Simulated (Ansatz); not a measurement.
Runs of Ansatz 0.2.0 on ZnS (Wurtzite-6H). Symmetry: P6_3mc, No. 186, hexagonal system. The conventional cell has a = 3.812 Å, b = 3.812 Å, c = 18.690 Å, α = 90.00°, β = 90.00°, γ = 120.00°. Zn (site symmetry 3m) is surrounded by 4 S at 2.33 to 2.34 Å. Zn (site symmetry 3m) has 4 S at 2.33 to 2.34 Å as nearest neighbours. Zn (site symmetry 3m) is surrounded by 4 S at 2.33 to 2.34 Å. S (site symmetry 3m) is surrounded by 4 Zn at 2.33 to 2.34 Å. S (site symmetry 3m) is surrounded by 4 Zn at 2.33 to 2.34 Å. S (site symmetry 3m) has 4 Zn at 2.33 to 2.34 Å as nearest neighbours. 

| task | level | cell | smearing | gap on the mesh (eV) | pressure (GPa) | relaxed volume (Å³/atom) |
| --- | --- | --- | --- | --- | --- | --- |
| relaxation of cell and atoms | PBE+D4 | relaxed | fermi-dirac 0.05 eV | (b) | 0.0 | 19.45 |
| relaxation of cell and atoms | RPBE+D3(BJ) | relaxed | fermi-dirac 0.05 eV | (a) | 0.0 | (c) |
| relaxation of cell and atoms | PBEsol+D3(BJ) | relaxed | fermi-dirac 0.05 eV | 2.23 | 0.0 | 18.69 |
| relaxation of cell and atoms | BLYP+D3(BJ) | relaxed | fermi-dirac 0.05 eV | 2.16 | 0.0 | 19.52 |
| single point | PBE | as given | gaussian 0.014 eV | 2.16 | 2.1 | - |

Alike in all rows: potentials or basis Ansatz PAW; no spin polarisation; k mesh 8 × 8 × 2; cutoff (eV) 420.

Q: Estimate the missing entries.

A: (a) 2.68; (b) 2.19; (c) 18.13.

Caveats: the plane-wave basis is chosen anew once the cell has moved, so the energies of steps on either side of that aren't comparable (some runs); the PAW data sets come from PBE, with cores solved anew for the run's functional, which leaves a small shift of forces and pressure (some runs).

A k mesh can miss the band edges.
